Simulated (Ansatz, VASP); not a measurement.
Gd in VASP and in Ansatz

INCAR

```
SYSTEM = Gd
  PREC = Accurate
  ENCUT = 520
  EDIFF = 1E-6
  ISMEAR = -1
  SIGMA = 0.05
  LREAL = .False.
  LASPH = .True.
  NELM = 150
  ALGO = Fast
  ISIF = 2
  LWAVE = .False.
  LCHARG = .True.
  ISPIN = 2
  MAGMOM = 7
  LORBIT = 11
  LMAXMIX = 6
  GGA = PS
  LELF = .True.
  LVHAR = .True.
  NBANDS = 19
```

The input KPOINTS:

```
regular mesh
0
Gamma
  9 9 9
  0 0 0
```

Contents of POSCAR:

```
Gd
1.0
   -2.0114089865      2.0114089865      2.0114089865
    2.0114089865     -2.0114089865      2.0114089865
    2.0114089865      2.0114089865     -2.0114089865
Gd
1
Direct
    0.0000000000      0.0000000000      0.0000000000
```

File input.yaml:

```yaml
crystal:
  lattice:
    - [-2.0114089865, 2.0114089865, 2.0114089865]
    - [2.0114089865, -2.0114089865, 2.0114089865]
    - [2.0114089865, 2.0114089865, -2.0114089865]
  atoms:
    - { symbol: Gd, position: [0.0, 0.0, 0.0], spin: 7.0 }
hamiltonian:
  xc: pbesol
  pseudopotentials: { kind: paw }
magnetization:
  spin_polarized: true
kpoints:
  mp_grid: { grid: [9, 9, 9] }
scf:
  occupations: { method: fermi_dirac, width: 0.05 }
output:
  forces: true
  stress: true
  eigenvalues: true
  write_density: true
  write_potential: true
  elf: true
  volumetric_format: npy
```

This isn't the form of Gd at room conditions, which is hcp.

Alike in both runs: task single point; functional PBEsol; k mesh 9 × 9 × 9; occupations fermi-dirac, width 0.05 eV; collinear spin.

```csv
,VASP,Ansatz
version,VASP 6.6.1,Ansatz 0.2.0
potentials or method,"VASP PAW PBE potentials, release 64 (Gd)",Ansatz PAW
plane-wave cutoff (eV),520,420
valence electrons in the cell,18,18
```

```csv
,VASP,Ansatz,Ansatz less VASP
gap on the k mesh at the Fermi level (eV),none,none,-
pressure (GPa),-1.7,-1.7,-0.03
net moment per atom (μB),7.60,7.60,0.000
size of the moment on the site where the two differ most (μB),7.00,7.32,+0.319
```

Site moments also hang on the region over which each program counts them. A gap of «none» marks a metal or a gap that the smearing closes. The functional is the same, so the differences come from potentials, cutoffs and numerics.

Caveats: spin-orbit coupling is left out, which moves the levels of the heavy elements; the PAW data sets were made with another functional, which shifts forces and pressure a little (VASP); the PAW data sets come from PBE, with cores solved anew for the run's functional, which leaves a small shift of forces and pressure (Ansatz). The state reached can hang on the start; a lower one may exist.
